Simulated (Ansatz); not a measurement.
# Convergence of Cd

```
CELL_PARAMETERS angstrom
2.97887 0.00000 0.00000
-1.48944 2.57978 0.00000
0.00000 0.00000 5.61765
ATOMIC_POSITIONS crystal
Cd 0.33333 0.66667 0.25000
Cd 0.66667 0.33333 0.75000
```

Atom numbers follow the list: Cd1, Cd2.

The cell is COD entry 9008490, as deposited and not checked against the literature; nothing was relaxed.

Computed with Ansatz 0.2.0, DFT, PBE, all-electron LAPW, scalar-relativistic.

The runs use a Γ-centred 16×16×7 k mesh, Fermi–Dirac smearing of 0.05 eV, basis error target 1 meV/atom, no spin polarisation. One setting is then changed at a time.

```tsv
LAPW cutoff (eV)	free energy less the base's (meV/atom)	P (GPa)
224 (base)	0.0	2.88
150	?	?
180	1.3	2.89
320	-0.2	2.88
400	-0.2	2.88
```

(1) Give the missing entry: row "150", column "free energy less the base's (meV/atom)".

(2) Fill in "P (GPa)" for the row "150".

Answers

(1) 5.8.

(2) 2.94.
